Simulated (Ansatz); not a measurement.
# Sn (I4/mmm) in Ansatz: single point with PBE

Aim: the single point of Sn with PBE.

Everything below comes from runs of Ansatz 0.2.0. Logs are shortened: lines on timing, memory, paths and dates and some standing lists are left out, and cuts for length are marked.

### Step 1. The structure

Symmetry: I4/mmm, No. 139, tetragonal system. The conventional cell has a = 4.058 Å, b = 4.058 Å, c = 3.322 Å, α = 90.00°, β = 90.00°, γ = 90.00°. Sn (site symmetry 4/mmm) has 10 Sn at 3.32 Å as nearest neighbours.

This isn't the form of Sn at room conditions, which is tetragonal (white tin).

### Step 2. Single point, PBE

input.yaml

```yaml
crystal:
  lattice:
    - [-2.029189411, 2.029189411, 1.6607599896]
    - [2.029189411, -2.029189411, 1.6607599896]
    - [2.029189411, 2.029189411, -1.6607599896]
  atoms:
    - { symbol: Sn, position: [0.0, 0.0, 0.0] }
hamiltonian:
  xc: pbe
  pseudopotentials: { kind: paw }
kpoints:
  mp_grid: { grid: [10, 10, 10] }
scf:
  occupations: { method: gaussian, width: 0.028 }
output:
  forces: true
  stress: true
  eigenvalues: true
  write_density: true
  write_potential: true
  elf: true
  volumetric_format: npy
```

Potentials or basis: Ansatz PAW.

Launch:

```bash
ansatz run input.yaml --threads 2 --pin off --max-ram 5632MiB --backend cpu --events-out ev --progress --plain --runs-dir out
```

The program printed:

```text
Warning: RAYON_NUM_THREADS=2 ignored (pool sized by the plan → 2); use --threads N
Engine: ansatz 0.2.0, aarch64-unknown-linux-gnu
Pseudopotentials: kind: paw
Pseudopotential: Sn, paw, valence charge 14, recommended cutoff 420 eV (normal), Sn.paw.azcp
Functional definition: PBE
  parameter kappa = 0.804
  parameter beta = 0.06672455060314922
  exchange = pbe_x(kappa = kappa, mu = beta*pi^2/3)
  correlation = pbe_c(beta = beta)
Crystal: 1 atoms, lattice volume = 27.353 Å³
Basis set: ecut = 420 eV, 545 PW (Γ), exchange–correlation on 48×48×48 points (8 copies of the dense FFT grid, shifted against one another)
Bands: 11, of which v1, the nominal top of the filled ones, is band 7 counted from 1 (6 counted from 0)
Symmetry: 16 space group operations
Space group: I4/mmm (ITA 139), of the structure as read, at distance tolerance 3.0e-5 Å
k-points: 102 of 1000
Non-local potential: Sn, projectors of the file, l = 0: 2, l = 1: 2, l = 2: 2, l = 3: 2
PAW form: soft (Blöchl's): semilocal exchange-correlation on the pseudo side does not see the compensation charge
PAW one-centre angular grid: Sn, 590 points (default); XC on 64 Gauss nodes
Initial density: superposition of atomic densities (neutral atoms: chi_scale 0, normalization atom), corrected by the library's trained network
Initial wavefunctions: pseudopotential atomic-orbital guess
Functional: x = pbe(κ = 0.804, μ = 0.2195149727645171), c = pbe(β = 0.06672455060314922)
SCF iter   1: F=—  HF=-6024.142560 eV  |F-HF|=—  |Δ(HF+E_count)|=         —  Δρ=7.18e-4  dr2=1.12e-4  ethr=1.77e-3  ⟨swp⟩=5.9  Hψ=6684  notcnv=0
preconditioner: auto → none  [metal: Δε(μ)=0.008 eV  Ē_g=23.168 eV  σ=0.028 eV  W_gap=0.16  n_scr=4 (ndim 8)  ℏωp=26.6 eV  f_vac=0.000  D(μ)=1.54/eV (n_scr^D=16)  sad-step TF]
SCF iter   2: F=—  HF=-6024.141988 eV  |F-HF|=—  |Δ(HF+E_count)|=   5.72e-4  Δρ=5.17e-4  dr2=6.29e-5  ethr=8.00e-7  ⟨swp⟩=2.3  Hψ=2779  notcnv=0
SCF iter   3: F=—  HF=-6024.142000 eV  |F-HF|=—  |Δ(HF+E_count)|=   1.18e-5  Δρ=2.26e-4  dr2=1.10e-5  ethr=4.49e-7  ⟨swp⟩=2.1  Hψ=1819  notcnv=0
SCF iter   4: F=—  HF=-6024.142008 eV  |F-HF|=—  |Δ(HF+E_count)|=   7.99e-6  Δρ=7.85e-5  dr2=1.48e-6  ethr=7.83e-8  ⟨swp⟩=1.7  Hψ=1253  notcnv=0
SCF iter   5: F=—  HF=-6024.142009 eV  |F-HF|=—  |Δ(HF+E_count)|=   8.81e-7  Δρ=3.19e-5  dr2=2.08e-7  ethr=1.06e-8  ⟨swp⟩=1.9  Hψ=1231  notcnv=0
SCF iter   6: F=-6024.142009 eV  HF=-6024.142009 eV  |F-HF|=3.86e-8  |Δ(HF+E_count)|=   1.21e-7  Δρ=1.06e-5  dr2=2.19e-8  ethr=7.14e-10  ⟨swp⟩=8.8  Hψ=7571  notcnv=0
SCF 1 converged in 6 iterations: F = -6024.142009 eV  dr2 = 2.19e-8
SCF converged after 6 iterations
Free energy (F): -6024.142009 eV
Harris-Foulkes:  -6024.142009 eV  (|F-HF|=3.86e-8)
Internal energy: -6024.141409 eV  (E = F + TS)
E sigma→0 (E₀):  -6024.141709 eV
Entropy (-TS):   -0.000600 eV (-0.600 meV/atom)
Fermi energy:    10.670466 eV
--- Per-component energies (eV) ---
  E_band       = -82.338142
  E_kinetic    = 185.950809
  E_local      = -831.851784  (includes V_loc(G=0)·N_el)
  E_nonlocal   = -32.676877
  E_hartree    = 522.741181
  E_xc         = -382.867024
  E_vxc        = -96.290861  (∫ρ·V_xc dr)
  E_paw        = -4134.879739  (= ΣΔE_a)
  E_vpaw       = -352.945342  (= ΣTr[D̂ρ^β])
  E_aug_tail   = -0.000000  (compensation charges beyond the density's cutoff)
  E_ewald      = -1350.557974
  E_smearing   = -0.000600  (= −TS)
  E_closure    = 0.000000  (closes the sum)
  Σ components = -6024.142009   (vs F -6024.142009, Δ=0.00e0)
--- Forces (eV/Å), atoms counted from 1 ---
  atom   1  Sn     0.00000000     0.00000000    -0.00000000
  max |Σ_I F_I| component: 7.89e-31 eV/Å
--- Stress (GPa, compression-positive) ---
        0.345055       0.000000      -0.000000
        0.000000       0.345055      -0.000000
       -0.000000      -0.000000       1.760054
  P = ⅓ Tr σ = 0.8167 GPa (8.167 kbar)
--- Band table (eV; the first three rows and the last of 102) ---
  k-point 0: bands = ["-10.8328", "-10.7590", "-10.7590", "-10.7573", "-10.6415", "-0.3057", "17.5038", "17.5038", "20.0664", "20.9693", "22.1190"]
  k-point 1: bands = ["-10.8228", "-10.7614", "-10.7613", "-10.7442", "-10.6457", "-0.1180", "15.4720", "17.6395", "19.4828", "21.5860", "22.4281"]
  k-point 2: bands = ["-10.7985", "-10.7708", "-10.7673", "-10.7052", "-10.6567", "0.4442", "12.4801", "17.9856", "18.3826", "21.7680", "22.0061"]
  k-point 101: bands = ["-10.8690", "-10.8025", "-10.6159", "-10.6159", "-10.5835", "7.3387", "9.1734", "9.1734", "13.2620", "13.7888", "16.8204"]
```

Wall time 1.7 s (2 threads of Arm Neoverse V1, shared host); peak memory 0.3 GiB.

Results:

| Quantity | Value |
| --- | --- |
| Free energy | -6024.1420 eV |
| Pressure | 0.8 GPa |
| Band gap on the k mesh | none (metal or under the smearing width) |
